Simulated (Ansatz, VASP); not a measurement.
# Pt in VASP and in Ansatz

The input INCAR:

```
SYSTEM = Pt
  PREC = Accurate
  ENCUT = 520
  EDIFF = 1E-6
  ISMEAR = -1
  SIGMA = 0.1
  LREAL = .False.
  LASPH = .True.
  NELM = 80
  ALGO = Normal
  ISIF = 2
  LWAVE = .False.
  LCHARG = .False.
  GGA = PS
  NBANDS = 28
```

Contents of KPOINTS:

```
Automatic mesh
0
Gamma
  15 15 4
  0 0 0
```

File POSCAR:

```
Pt
1.0
    2.7177578358      0.0000000000      0.0000000000
   -1.3588789179      2.3536473271      0.0000000000
    0.0000000000      0.0000000000      9.0627459413
Pt
4
Direct
    1.0000000000      0.0000000000      0.0000000000
    1.0000000000      0.0000000000      0.5000000000
    0.3333333333      0.6666666667      0.2500000000
    0.6666666667      0.3333333333      0.7500000000
```

Input for Ansatz:

```yaml
crystal:
  lattice:
    - [2.7177578358, 0.0, 0.0]
    - [-1.3588789179, 2.3536473271, 0.0]
    - [0.0, 0.0, 9.0627459413]
  atoms:
    - { symbol: Pt, position: [1.0, 0.0, 0.0] }
    - { symbol: Pt, position: [1.0, 0.0, 0.5] }
    - { symbol: Pt, position: [0.3333333333, 0.6666666667, 0.25] }
    - { symbol: Pt, position: [0.6666666667, 0.3333333333, 0.75] }
hamiltonian:
  xc: pbesol
  pseudopotentials:
    kind: paw
    azcp:
      Pt: "pseudopotentials/Pt.paw.azcp"
basis:
  ecutwfc: 420
  fft_grid_basis: typed
kpoints:
  mp_grid: { grid: [15, 15, 4], shift: [0, 0, 0] }
magnetization:
  spin_polarized: false
scf:
  occupations: { method: fermi_dirac, width: 0.1 }
  lower_state_search: "off"
output:
  stress: true
```

Alike in both runs: task single point; functional PBEsol; k mesh 15 × 15 × 4; occupations fermi-dirac, width 0.1 eV; no spin polarisation.

```csv
,VASP,Ansatz
version,VASP 6.6.1,Ansatz 0.2.0
potentials or method,"VASP PAW PBE potentials, release 64 (Pt)","plane waves (420 eV) with PAW, scalar-relativistic"
plane-wave cutoff (eV),520,420
valence electrons in the cell,40,72
```

Ansatz gave:

* pressure (GPa): 12.9
* largest component of the traceless stress (GPa): 0.02

Task: Which values does VASP return?

Result: Pressure (GPa): 12.5; largest component of the traceless stress (GPa): 0.07.

The two sets of potentials don't hold the same shells in valence. Ansatz warned: «pseudo_functional_mismatch».

Caveats: the PAW data sets were made with another functional, which shifts forces and pressure a little (VASP). Spin-orbit coupling is left out, which matters for the levels of Pt.
